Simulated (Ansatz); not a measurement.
BeO in space group P6_3mc (No. 186; Pearson symbol hP12), LDA (plane waves, PAW; program Ansatz), all energies at zero smearing, with the estimated change up to a 700 eV cutoff added, with one set of potentials and settings (totals compare only within such a set). Cell of 12 atoms (6 Be, 6 O): -3880.580 eV.

| element | reference phase | E (eV/atom) |
|---|---|---|
| Be | P6_3/mmc, 2 atoms in the cell | -88.2330 |
| O | C2/m, 4 atoms in the cell, spin-polarised | -552.6518 |

Formation energy per atom, worked out: (-3880.580 − 6×(-88.2330) − 6×(-552.6518))/12 = -2.939 eV/atom (-284 kJ per mol of atoms), at 0 K, without zero-point energy or fitted corrections.

The cell is a constructed one: a structure type filled with these elements. Its sites differ from those of the usual phase in this space group: another stacking or structure type. Symmetry was held in the LDA relaxation; phonons on a q-mesh show no instability. The references are the lowest solids computed at this level, not always the standard phases (solids in place of the gases).

Potentials: the later of the program's two PAW sets.
